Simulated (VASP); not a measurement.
Ti: relaxation of cell and atoms with PBEsol

The system is Ti.

```
Ti
1.0
     2.95000    0.00000    0.00000
    -1.47500    2.55477    0.00000
     0.00000    0.00000    4.68000
Ti
2
Direct
  0.33333 0.66667 0.25000
  0.66667 0.33333 0.75000
```

```yaml
Program: VASP 6.6.1
Task: relaxation of cell and atoms
Functional: PBEsol
Potentials_or_basis: VASP PAW PBE potentials, release 64 (Ti_sv)
Cutoff: 600 eV
k_mesh: 15 × 15 × 8
Occupations: methfessel-paxton, width 0.1 eV
Spin: no spin polarisation
Further_INCAR_settings: ALGO = Normal; EDIFF = 1e-06; IBRION = 2; EDIFFG = -0.01; NSW = 90; ISIF = 3
```

```json
{
 "Relaxed volume": "16.68 Å³/atom",
 "Relaxed cell": "a = 2.902 Å, b = 2.902 Å, c = 4.575 Å, α = 90.00°, β = 90.00°, γ = 120.00°",
 "Space group after relaxing (to 0.05 Å)": "P6_3/mmc (No. 194)",
 "Energy gained by relaxing": "18.6 meV/atom",
 "Ionic steps": "7",
 "Pressure after relaxing": "0.0 GPa",
 "Band gap on the k mesh": "none (metal or under the smearing width)"
}
```

Stress tensor (GPa, compression positive):
```
-0.06  0.00  0.00
 0.00 -0.06  0.00
 0.00  0.00  0.02
```

The path:
```tsv
step	energy change (eV)	largest force (eV/Å)	pressure (GPa)	volume (Å³)
1	0.0000	0.0000	-5.93	35.27
2	-0.0166	0.0000	5.09	32.04
3	-0.0370	0.0000	-0.01	33.37
4	-0.0370	0.0000	0.11	33.33
5	-0.0371	0.0000	-0.02	33.38
6	-0.0371	0.0000	-0.15	33.41
7	-0.0371	0.0000	-0.04	33.37
```

Final structure:
```xyz
2
Lattice="2.9021 0.0000 0.0000 -1.4511 2.5133 0.0000 0.0000 0.0000 4.5750" Properties=species:S:1:pos:R:3 pbc="T T T"
Ti    0.0000    1.6755    1.1438
Ti    1.4510    0.8378    3.4313
```

Levels at points of the mesh, in eV from the Fermi level:
```
           k point  band 8  band 9  band 10  band 11  band 12  band 13  band 14  band 15  band 16
(0.00, 0.00, 0.00)  -32.47   -6.32    -2.81     0.78     0.78     0.92     0.93     1.31     1.31
(0.00, 0.00, 0.50)  -32.53   -4.39    -4.39     0.09     0.09     0.67     0.67     0.67     0.67
```

It took 6.9 min on 1 thread of Intel(R) Xeon(R) Platinum 8375C CPU @ 2.90GHz (Ice Lake), on a shared host, peak memory 0.22 GiB.

Caveat: the PAW data sets were made with another functional, which shifts forces and pressure a little.
